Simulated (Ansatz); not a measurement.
# SnO (Romarchite): the cost of one run

Program: the Python package of Ansatz 0.2.0. The levels of theory stand in the script. These are calculated values, not measurements.

### Step 1. The system

It takes space group P4/nmm (No. 129, tetragonal). The conventional cell has a = 3.799 Å, b = 3.799 Å, c = 4.841 Å, α = 90.00°, β = 90.00°, γ = 90.00°. Around Sn (site symmetry 4mm) lie 4 O at 2.22 Å. O (site symmetry -4m2) is surrounded by 4 Sn at 2.22 Å.

The script holds or builds the structure itself.

### Step 2. The script

The input, lattice.py:

```python
# -*- coding: utf-8 -*-
"""Relaxed cell of SnO under several functionals."""

import warnings

import ansatz as az
from ase import Atoms
import numpy as np

def edges_and_angles(cell):
    cell = np.asarray(cell)
    a, b, c = np.linalg.norm(cell, axis=1)
    cosines = cell[1] @ cell[2] / (b * c), cell[0] @ cell[2] / (a * c), cell[0] @ cell[1] / (a * b)
    return (a, b, c, *np.degrees(np.arccos(cosines)))

warnings.simplefilter("ignore", az.DeckWarning)

atoms = Atoms(
    ["Sn", "Sn", "O", "O"],
    scaled_positions=[
        [0.5, 0.0, 0.2369],
        [0.0, 0.5, 0.7631],
        [0.0, 0.0, 0.0],
        [0.5, 0.5, 0.0],
    ],
    cell=[
        [3.7986, 0.0, 0.0],
        [0.0, 3.7986, 0.0],
        [0.0, 0.0, 4.8408],
    ],
    pbc=True,
)
cell = az.Crystal.from_ase(atoms)

calc = cell.calculation()
calc = calc.occupations("cold", width=0.3)
calc = calc.scf(tolerance=1e-09)
calc = calc.kpoints(5, 5, 4)
calc = calc.basis(530)
calc = calc.accuracy("medium").relax(cell=True, force_tolerance=0.05, max_steps=60, density_extrapolation="transplant")

levels = [("r2scan", "none"), ("r2scan", "rvv10"), ("pbe", "none")]
print("level            a       b       c    alpha   beta  gamma  V/atom  steps")
for name, dispersion in levels:
    seen = []
    run = calc.functional(name, dispersion=dispersion).session().plan()
    done = run.execute(on_event=lambda e: seen.append(e) if e["event"] == "relax_step" else None)
    cell = done.lattice.cell_ang
    label = name if dispersion == "none" else f"{name}+{dispersion}"
    print("{:13s} {:7.4f} {:7.4f} {:7.4f} {:6.2f} {:6.2f} {:6.2f}".format(label, *edges_and_angles(cell)), f"{abs(np.linalg.det(cell)) / len(done.lattice.sites):7.3f} {len(seen):5d}")
```

### Step 3. The calls as engine input

The engine receives this input (first run):

```yaml
crystal:
  lattice:
    - [3.7986, 0.0, 0.0]
    - [0.0, 3.7986, 0.0]
    - [0.0, 0.0, 4.8408]
  atoms:
    - { symbol: Sn, position: [0.5, 0.0, 0.2369] }
    - { symbol: Sn, position: [0.0, 0.5, 0.7631] }
    - { symbol: O, position: [0.0, 0.0, 0.0] }
    - { symbol: O, position: [0.5, 0.5, 0.0] }
accuracy: medium
basis:
  ecutwfc: 530.0
kpoints:
  mp_grid:
    grid: [5, 5, 4]
hamiltonian:
  xc: r2scan
  dispersion: none
scf:
  convergence:
    dr2_threshold: 1.0e-09
  occupations:
    method: cold
    width: 0.3
relax:
  f_tol: 0.05
  max_steps: 60
  density_extrapolation: transplant
  cell: {}
```

### Step 4. The run

The run is started by

```console
$ python lattice.py
```

Q: Estimate wall time and peak memory on 1 thread of Intel Xeon 6975P-C (Granite Rapids), shared host.

About 84 s, with a peak of 0.7 GiB.
